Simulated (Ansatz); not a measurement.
# SnO2 (Cassiterite) (P4_2/mnm) in Ansatz: notebook

Aim: see how the results for SnO2 (Cassiterite) move with the level of theory and the settings. Levels: LDA, PBE, PBEsol, RPBE, revPBE. Tasks: band structure.

Everything below comes from runs of Ansatz 0.2.0. Logs are shortened: lines on timing, memory, paths and dates and some standing lists are left out, and cuts for length are marked.

## Step 1: Starting point

It takes space group P4_2/mnm (No. 136, tetragonal). Conventional cell: a = 4.738 Å, b = 4.738 Å, c = 3.187 Å, α = 90.00°, β = 90.00°, γ = 90.00°. Around Sn (site symmetry mmm) lie 6 O at 2.05 to 2.06 Å. O (site symmetry m2m) is surrounded by 3 Sn at 2.05 to 2.06 Å.

## Step 2: Band structure, LDA

input.yaml

```yaml
crystal:
  lattice:
    - [4.738, 0.0, 0.0]
    - [0.0, 4.738, 0.0]
    - [0.0, 0.0, 3.1865]
  atoms:
    - { symbol: Sn, position: [0.5, 0.5, 0.5] }
    - { symbol: Sn, position: [0.0, 0.0, 0.0] }
    - { symbol: O, position: [0.8071, 0.1929, 0.5] }
    - { symbol: O, position: [0.6929, 0.6929, 0.0] }
    - { symbol: O, position: [0.1929, 0.8071, 0.5] }
    - { symbol: O, position: [0.3071, 0.3071, 0.0] }
hamiltonian:
  xc: lda
  pseudopotentials: { kind: paw }
kpoints:
  mp_grid: { grid: [6, 6, 8] }
  band_path:
    path:
      - [[0.0, 0.0, 0.0], [0.0, 0.5, 0.0], [0.5, 0.5, 0.0], [0.0, 0.0, 0.0], [0.0, 0.0, 0.5], [0.0, 0.5, 0.5], [0.5, 0.5, 0.5], [0.0, 0.0, 0.5]]
      - [[0.0, 0.5, 0.0], [0.0, 0.5, 0.5]]
      - [[0.5, 0.5, 0.0], [0.5, 0.5, 0.5]]
    npoints: 14
scf:
  occupations: { method: fermi_dirac, width: 0.05 }
  n_extra_bands: 15
output:
  forces: true
  stress: true
  eigenvalues: true
  fatbands: true
```

Potentials or basis: Ansatz PAW.

Command:

```sh
ansatz run input.yaml --threads 2 --pin off --max-ram 5632MiB --backend cpu --events-out ev --progress --plain --runs-dir out
```

Output:

```text
Warning: RAYON_NUM_THREADS=2 ignored (pool sized by the plan → 2); use --threads N
scf.n_extra_bands = 15 over 26 filled bands (N_el = 52.0): the run solves 41 bands
Engine: ansatz 0.2.0, aarch64-unknown-linux-gnu
Pseudopotentials: kind: paw
Pseudopotential: Sn, paw, valence charge 14, recommended cutoff 420 eV (normal), Sn.paw.azcp
Pseudopotential: O, paw, valence charge 6, recommended cutoff 420 eV (normal), O.paw.azcp
Functional definition: SPW92
  exchange = slater_x
  correlation = pw_c
Crystal: 6 atoms, lattice volume = 71.533 Å³
Basis set: ecut = 420 eV, 1411 PW (Γ)
Bands: 41, of which v1, the nominal top of the filled ones, is band 26 counted from 1 (25 counted from 0)
Symmetry: 16 space group operations
Space group: P42/mnm (ITA 136), of the structure as read, at distance tolerance 4.2e-5 Å
k-points: 50 of 288
Non-local potential: Sn, projectors of the file, l = 0: 2, l = 1: 2, l = 2: 2, l = 3: 2
Non-local potential: O, projectors of the file, l = 0: 2, l = 1: 2, l = 2: 1
PAW form: soft (Blöchl's): semilocal exchange-correlation on the pseudo side does not see the compensation charge
PAW frozen core: Sn, regenerated for the run's functional, and the local potential with it (the file was generated under x = pbe(κ = 0.804, μ = 0.2195149727645171), c = pbe(β = 0.06672455060314922))
PAW frozen core: O, regenerated for the run's functional, and the local potential with it (the file was generated under x = pbe(κ = 0.804, μ = 0.2195149727645171), c = pbe(β = 0.06672455060314922))
PAW one-centre angular grid: Sn, 590 points (default); XC on 64 Gauss nodes
PAW one-centre angular grid: O, 110 points (default); XC on 64 Gauss nodes
Initial density: superposition of atomic densities (neutral atoms: chi_scale 0, normalization atom), corrected by the library's trained network
Initial wavefunctions: pseudopotential atomic-orbital guess
Functional: x = slater, c = lda
SCF iter   1: F=—  HF=-13980.423489 eV  |F-HF|=—  |Δ(HF+E_count)|=         —  Δρ=1.88e-2  dr2=2.11e-1  ethr=1.77e-3  ⟨swp⟩=5.7  Hψ=9019  notcnv=0  defer=172
preconditioner: auto → Resta (q_TF=auto, 2.587 Å⁻¹)  ε∞=2.9  [insulator: Δε(μ)=0.964 eV  Ē_g=23.148 eV  σ=0.050 eV  W_gap=1.00  n_scr=18 (ndim 8)  ℏωp=31.7 eV  f_vac=0.027  D(μ)=0.00/eV (n_scr^D=0)  ε∞_Penn≈2.9]
SCF iter   2: F=—  HF=-13980.362040 eV  |F-HF|=—  |Δ(HF+E_count)|=   6.14e-2  Δρ=5.04e-3  dr2=6.56e-3  ethr=4.06e-4  ⟨swp⟩=2.2  Hψ=3151  notcnv=0  defer=501
SCF iter   3: F=—  HF=-13980.359667 eV  |F-HF|=—  |Δ(HF+E_count)|=   2.37e-3  Δρ=2.10e-3  dr2=1.65e-3  ethr=1.26e-5  ⟨swp⟩=2.1  Hψ=2876  notcnv=0  defer=501
SCF iter   4: F=—  HF=-13980.359103 eV  |F-HF|=—  |Δ(HF+E_count)|=   5.64e-4  Δρ=3.64e-4  dr2=6.09e-5  ethr=3.17e-6  ⟨swp⟩=2.0  Hψ=2674  notcnv=0  defer=501
SCF iter   5: F=—  HF=-13980.359095 eV  |F-HF|=—  |Δ(HF+E_count)|=   8.38e-6  Δρ=6.22e-5  dr2=1.90e-6  ethr=1.17e-7  ⟨swp⟩=1.1  Hψ=1596  notcnv=0  defer=501
SCF iter   6: F=-13980.359096 eV  HF=-13980.359096 eV  |F-HF|=6.21e-9  |Δ(HF+E_count)|=   6.48e-7  Δρ=6.53e-6  dr2=2.67e-8  ethr=1.92e-10  ⟨swp⟩=11.0  Hψ=12417  notcnv=0
SCF 1 converged in 6 iterations: F = -13980.359096 eV  dr2 = 2.67e-8
NSCF: frozen V_eff on 129 k-points
SCF converged after 6 iterations
Free energy (F): -13980.359096 eV
Harris-Foulkes:  -13980.359096 eV  (|F-HF|=6.21e-9)
Internal energy: -13980.359096 eV  (E = F + TS)
E sigma→0 (E₀):  -13980.359096 eV
Entropy (-TS):   -0.000000 eV (-0.000 meV/atom)
Fermi energy:    9.737009 eV
--- Per-component energies (eV) ---
  E_band       = -131.423870
  E_kinetic    = 1081.115098
  E_local      = -2867.980275  (includes V_loc(G=0)·N_el)
  E_nonlocal   = 150.981994
  E_hartree    = 1481.719494
  E_xc         = -1041.957570
  E_vxc        = -564.370519  (∫ρ·V_xc dr)
  E_paw        = -8602.633726  (= ΣΔE_a)
  E_vpaw       = -894.628529  (= ΣTr[D̂ρ^β])
  E_aug_tail   = 0.010187  (compensation charges beyond the density's cutoff)
  E_ewald      = -4182.851779
  E_core_change = 1.237482  (= ΣΔE_core)
  E_smearing   = -0.000000  (= −TS)
  E_closure    = 0.000000  (closes the sum)
  Σ components = -13980.359096   (vs F -13980.359096, Δ=0.00e0)
--- Forces (eV/Å), atoms counted from 1 ---
  atom   1  Sn     0.00000000     0.00000000    -0.00000000
  atom   2  Sn     0.00000000    -0.00000000     0.00000000
  atom   3  O     -0.10954936     0.10954936     0.00000000
  atom   4  O      0.10954936     0.10954936    -0.00000000
  atom   5  O      0.10954936    -0.10954936    -0.00000000
  atom   6  O     -0.10954936    -0.10954936     0.00000000
  max |Σ_I F_I| component: 1.73e-18 eV/Å
--- Stress (GPa, compression-positive) ---
       -1.087013       0.000000       0.000000
        0.000000      -1.087013       0.000000
        0.000000       0.000000      -0.040649
  P = ⅓ Tr σ = -0.7382 GPa (-7.382 kbar)
--- Band table (eV; the first three rows and the last of 50) ---
  k-point 0: bands = ["-11.8486", "-11.1093", "-10.8086", "-10.7938", "-10.7938", "-10.6903", "-10.6509", "-10.5578", "-10.5349", "-10.5349", "-9.6095", "-7.6616", "-7.6616", "-5.8741", "0.9311", "5.0073", "5.0073", "5.1089", "5.9769", "7.0559", "7.1865", "7.9020", "7.9020", "8.3619", "8.3619", "9.1596", "10.2936", "15.0669", "15.2711", "15.2711", "19.2811", "19.4866", "20.9906", "20.9906", "21.4667", "21.5694", "24.1329", "25.4819", "27.9962", "28.4850", "28.4850"]
  k-point 1: bands = ["-11.7719", "-11.0134", "-10.9421", "-10.9421", "-10.7793", "-10.7039", "-10.6443", "-10.5584", "-10.5565", "-10.5565", "-9.5260", "-7.4123", "-7.4123", "-5.9911", "0.9018", "4.9838", "5.1555", "5.1555", "6.0376", "6.0815", "7.0661", "7.3081", "7.3081", "8.3993", "8.3993", "9.0250", "11.2629", "15.3909", "15.9273", "15.9273", "18.3480", "20.3884", "20.9263", "20.9263", "21.3222", "21.4405", "23.9196", "24.4617", "26.3999", "26.3999", "28.9423"]
  k-point 2: bands = ["-11.5710", "-11.2465", "-11.2465", "-10.8520", "-10.7011", "-10.7008", "-10.6267", "-10.5984", "-10.5984", "-10.5611", "-9.2311", "-6.8589", "-6.8589", "-6.3655", "0.8885", "4.4030", "4.8283", "5.5055", "5.5055", "6.2668", "6.2668", "6.3864", "6.5945", "8.2997", "8.2997", "8.6445", "12.8646", "15.8703", "17.3570", "17.3570", "17.7306", "20.6670", "20.6933", "20.6933", "21.2126", "21.3943", "23.1144", "23.6481", "24.8283", "24.8283", "27.8210"]
  k-point 49: bands = ["-11.6055", "-11.6055", "-11.1045", "-11.1045", "-10.6555", "-10.6555", "-10.5764", "-10.5764", "-10.5335", "-10.5335", "-7.6446", "-7.6446", "-6.2088", "-6.2088", "0.9907", "0.9907", "4.0217", "4.0217", "6.5692", "6.5692", "6.6755", "6.6755", "8.1642", "8.1642", "8.3140", "8.3140", "13.8708", "13.8708", "17.7627", "17.7627", "19.9254", "19.9254", "20.1158", "20.1158", "22.0871", "22.0871", "24.1964", "24.1964", "24.6434", "24.6434", "26.6642"]
```

Wall time 12 s (2 threads of Arm Neoverse V2, shared host); peak memory 0.42 GiB.

What came out:

- Free energy: -13980.3591 eV
- Pressure: -0.7 GPa
- Largest force: 0.155 eV/Å
- Band gap on the k mesh: 1.13 eV, direct
- Band gap along the path: 1.13 eV, direct

Forces on the atoms (eV/Å):
```
Sn   0.000  0.000  0.000
Sn   0.000  0.000  0.000
O   -0.110  0.110  0.000
O    0.110  0.110  0.000
O    0.110 -0.110  0.000
O   -0.110 -0.110  0.000
```

Levels at the corners of the path, in eV from the valence-band top:
| point | band 23 | band 24 | band 25 | band 26 | band 27 | band 28 | band 29 | band 30 |
| --- | --- | --- | --- | --- | --- | --- | --- | --- |
| Γ | -1.26 | -0.80 | -0.80 | 0.00 | 1.13 | 5.91 | 6.11 | 6.11 |
| X | -1.22 | -1.22 | -0.65 | -0.65 | 4.28 | 4.28 | 6.84 | 6.84 |
| M | -1.34 | -1.34 | -0.91 | -0.91 | 4.65 | 4.65 | 7.30 | 7.30 |
| Γ | -1.26 | -0.80 | -0.80 | 0.00 | 1.13 | 5.91 | 6.11 | 6.11 |
| Z | -1.70 | -1.70 | -1.28 | -1.28 | 6.02 | 6.02 | 9.52 | 9.52 |
| R | -1.13 | -1.13 | -0.72 | -0.72 | 6.29 | 6.29 | 7.85 | 7.85 |
| A | -1.00 | -1.00 | -0.85 | -0.85 | 4.71 | 4.71 | 8.60 | 8.60 |
| Z | -1.70 | -1.70 | -1.28 | -1.28 | 6.02 | 6.02 | 9.52 | 9.52 |
| X | -1.22 | -1.22 | -0.65 | -0.65 | 4.28 | 4.28 | 6.84 | 6.84 |
| R | -1.13 | -1.13 | -0.72 | -0.72 | 6.29 | 6.29 | 7.85 | 7.85 |
| M | -1.34 | -1.34 | -0.91 | -0.91 | 4.65 | 4.65 | 7.30 | 7.30 |
| A | -1.00 | -1.00 | -0.85 | -0.85 | 4.71 | 4.71 | 8.60 | 8.60 |

Caveat: the pressure holds a Pulay correction of +1.1 GPa for the finite cutoff; spin-orbit coupling is left out, which moves the levels of the heavy elements; the PAW data sets come from PBE, with cores solved anew for the run's functional, which leaves a small shift of forces and pressure.

## Step 3: Band structure, PBE

Edit input.yaml of step 2 so:

```diff
@@ -13,3 +13,3 @@
 hamiltonian:
-  xc: lda
+  xc: pbe
   pseudopotentials: { kind: paw }
@@ -30,2 +30,2 @@
   eigenvalues: true
-  fatbands: true
+  fatbands: false
```

Potentials or basis: Ansatz PAW.

Command:

```sh
ansatz run input.yaml --threads 2 --pin off --max-ram 5632MiB --backend cpu --events-out ev --progress --plain --runs-dir out
```

Output:

```text
Warning: RAYON_NUM_THREADS=2 ignored (pool sized by the plan → 2); use --threads N
scf.n_extra_bands = 15 over 26 filled bands (N_el = 52.0): the run solves 41 bands
Engine: ansatz 0.2.0, aarch64-unknown-linux-gnu
Pseudopotentials: kind: paw
Pseudopotential: Sn, paw, valence charge 14, recommended cutoff 420 eV (normal), Sn.paw.azcp
Pseudopotential: O, paw, valence charge 6, recommended cutoff 420 eV (normal), O.paw.azcp
Functional definition: PBE
  parameter kappa = 0.804
  parameter beta = 0.06672455060314922
  exchange = pbe_x(kappa = kappa, mu = beta*pi^2/3)
  correlation = pbe_c(beta = beta)
Crystal: 6 atoms, lattice volume = 71.533 Å³
Basis set: ecut = 420 eV, 1411 PW (Γ), exchange–correlation on 64×64×48 points (8 copies of the dense FFT grid, shifted against one another)
Bands: 41, of which v1, the nominal top of the filled ones, is band 26 counted from 1 (25 counted from 0)
Symmetry: 16 space group operations
[... 42 lines left out ...]
  Σ components = -14317.839524   (vs F -14317.839524, Δ=0.00e0)
--- Forces (eV/Å), atoms counted from 1 ---
  atom   1  Sn     0.00000000     0.00000000    -0.00000000
  atom   2  Sn     0.00000000    -0.00000000     0.00000000
  atom   3  O     -0.19464874     0.19464874     0.00000000
  atom   4  O      0.19464874     0.19464874    -0.00000000
  atom   5  O      0.19464874    -0.19464874    -0.00000000
  atom   6  O     -0.19464874    -0.19464874     0.00000000
  max |Σ_I F_I| component: 2.78e-17 eV/Å
--- Stress (GPa, compression-positive) ---
       10.098284       0.000000       0.000000
        0.000000      10.098284       0.000000
        0.000000       0.000000      13.047072
  P = ⅓ Tr σ = 11.0812 GPa (110.812 kbar)
--- Band table (eV; the first three rows and the last of 50) ---
  k-point 0: bands = ["-11.5895", "-10.8191", "-10.5293", "-10.5093", "-10.5093", "-10.4208", "-10.3806", "-10.2919", "-10.2588", "-10.2588", "-9.4016", "-7.5708", "-7.5708", "-5.7674", "1.4371", "5.4764", "5.4764", "5.5679", "6.4252", "7.4828", "7.5964", "8.3043", "8.3043", "8.7527", "8.7527", "9.5266", "10.8087", "15.6950", "15.8965", "15.8965", "20.0294", "20.1738", "21.6490", "21.6490", "22.1662", "22.2325", "24.8462", "26.1574", "28.6383", "29.1879", "29.1879"]
  k-point 1: bands = ["-11.5132", "-10.7224", "-10.6649", "-10.6649", "-10.5009", "-10.4358", "-10.3742", "-10.2924", "-10.2798", "-10.2798", "-9.3241", "-7.3176", "-7.3176", "-5.8865", "1.4195", "5.4432", "5.6222", "5.6222", "6.4888", "6.5277", "7.4768", "7.7254", "7.7254", "8.7887", "8.7887", "9.3960", "11.7694", "16.0127", "16.5476", "16.5476", "19.0640", "21.1003", "21.5867", "21.5867", "21.9854", "22.1392", "24.6142", "25.1492", "27.0512", "27.0512", "29.6246"]
  k-point 2: bands = ["-11.3124", "-10.9798", "-10.9798", "-10.5634", "-10.4338", "-10.4248", "-10.3575", "-10.3198", "-10.3198", "-10.2950", "-9.0451", "-6.7639", "-6.7639", "-6.2611", "1.4312", "4.8854", "5.2824", "5.9674", "5.9674", "6.7062", "6.7062", "6.8261", "7.0099", "8.6885", "8.6885", "9.0265", "13.3846", "16.4831", "17.9792", "17.9792", "18.4278", "21.3245", "21.3586", "21.3586", "21.9217", "22.0913", "23.8106", "24.3250", "25.4780", "25.4780", "28.5090"]
  k-point 49: bands = ["-11.3459", "-11.3459", "-10.8380", "-10.8380", "-10.3743", "-10.3743", "-10.3097", "-10.3097", "-10.2614", "-10.2614", "-7.5206", "-7.5206", "-6.1175", "-6.1175", "1.5418", "1.5418", "4.5096", "4.5096", "7.0105", "7.0105", "7.0997", "7.0997", "8.5576", "8.5576", "8.6922", "8.6922", "14.4668", "14.4668", "18.4241", "18.4241", "20.5903", "20.5903", "20.7495", "20.7495", "22.7313", "22.7313", "24.8469", "24.8469", "25.3772", "25.3772", "27.3507"]
```

It took 9 s on 2 threads of Arm Neoverse V2, shared host; peak memory 0.42 GiB.

Results:

| Quantity | Value |
| --- | --- |
| Free energy | -14317.8395 eV |
| Pressure | 11.1 GPa |
| Largest force | 0.275 eV/Å |
| Band gap on the k mesh | 1.28 eV, direct |
| Band gap along the path | 1.28 eV, direct |

Forces in eV/Å, atoms in the order of the input:
```
Sn   0.000  0.000  0.000
Sn   0.000  0.000  0.000
O   -0.195  0.195  0.000
O    0.195  0.195  0.000
O    0.195 -0.195  0.000
O   -0.195 -0.195  0.000
```

Levels at the corners of the path, in eV from the valence-band top:
```tsv
point	band 24	band 25	band 26	band 27	band 28	band 29
Γ	-0.77	-0.77	0.00	1.28	6.17	6.37
X	-1.18	-0.63	-0.63	4.45	4.45	7.11
M	-1.30	-0.90	-0.90	4.85	4.85	7.54
Γ	-0.77	-0.77	0.00	1.28	6.17	6.37
Z	-1.65	-1.26	-1.26	6.24	6.24	9.79
R	-1.10	-0.69	-0.69	6.52	6.52	8.09
A	-0.97	-0.83	-0.83	4.94	4.94	8.90
Z	-1.65	-1.26	-1.26	6.24	6.24	9.79
X	-1.18	-0.63	-0.63	4.45	4.45	7.11
R	-1.10	-0.69	-0.69	6.52	6.52	8.09
M	-1.30	-0.90	-0.90	4.85	4.85	7.54
A	-0.97	-0.83	-0.83	4.94	4.94	8.90
```

Caveat: the pressure holds a Pulay correction of +0.8 GPa for the finite cutoff; spin-orbit coupling is left out, which moves the levels of the heavy elements. A hybrid or GW would open this gap; PBE tends to underestimate it.

## Step 4: Band structure, PBEsol

Edit input.yaml of step 3 so:

```diff
@@ -13,3 +13,3 @@
 hamiltonian:
-  xc: pbe
+  xc: pbesol
   pseudopotentials: { kind: paw }
@@ -31 +31,5 @@
   fatbands: false
+  write_density: true
+  write_potential: true
+  elf: true
+  volumetric_format: npy
```

Command:

```sh
ansatz run input.yaml --threads 2 --pin off --max-ram 5632MiB --backend cpu --events-out ev --progress --plain --runs-dir out
```

Wall time 9.6 s (2 threads of Arm Neoverse V2, shared host); peak memory 0.48 GiB.

The run converged. Its results:

```yaml
Free_energy: -14143.0433 eV
Pressure: 4.7 GPa
Largest_force: 0.210 eV/Å
Band_gap_on_the_k_mesh: 1.18 eV, direct
Band_gap_along_the_path: 1.18 eV, direct
```

Forces on the atoms (eV/Å):
```
Sn   0.000  0.000  0.000
Sn   0.000  0.000  0.000
O   -0.149  0.149  0.000
O    0.149  0.149  0.000
O    0.149 -0.149  0.000
O   -0.149 -0.149  0.000
```

Stress tensor (GPa, compression positive):
```
4.05 0.00 0.00
0.00 4.05 0.00
0.00 0.00 5.98
```

Levels at the corners of the path, in eV from the valence-band top:
| point | band 23 | band 24 | band 25 | band 26 | band 27 | band 28 | band 29 | band 30 |
| --- | --- | --- | --- | --- | --- | --- | --- | --- |
| Γ | -1.24 | -0.79 | -0.79 | 0.00 | 1.18 | 6.04 | 6.19 | 6.19 |
| X | -1.20 | -1.20 | -0.65 | -0.65 | 4.36 | 4.36 | 6.94 | 6.94 |
| M | -1.32 | -1.32 | -0.91 | -0.91 | 4.76 | 4.76 | 7.39 | 7.39 |
| Γ | -1.24 | -0.79 | -0.79 | 0.00 | 1.18 | 6.04 | 6.19 | 6.19 |
| Z | -1.69 | -1.69 | -1.28 | -1.28 | 6.15 | 6.15 | 9.60 | 9.60 |
| R | -1.12 | -1.12 | -0.71 | -0.71 | 6.43 | 6.43 | 7.92 | 7.92 |
| A | -0.99 | -0.99 | -0.84 | -0.84 | 4.82 | 4.82 | 8.71 | 8.71 |
| Z | -1.69 | -1.69 | -1.28 | -1.28 | 6.15 | 6.15 | 9.60 | 9.60 |
| X | -1.20 | -1.20 | -0.65 | -0.65 | 4.36 | 4.36 | 6.94 | 6.94 |
| R | -1.12 | -1.12 | -0.71 | -0.71 | 6.43 | 6.43 | 7.92 | 7.92 |
| M | -1.32 | -1.32 | -0.91 | -0.91 | 4.76 | 4.76 | 7.39 | 7.39 |
| A | -0.99 | -0.99 | -0.84 | -0.84 | 4.82 | 4.82 | 8.71 | 8.71 |

Caveat: the pressure holds a Pulay correction of +0.9 GPa for the finite cutoff; spin-orbit coupling is left out, which moves the levels of the heavy elements; the PAW data sets come from PBE, with cores solved anew for the run's functional, which leaves a small shift of forces and pressure. As with any semilocal functional, this PBEsol gap is likely too small.

[end of part 1 of 2]
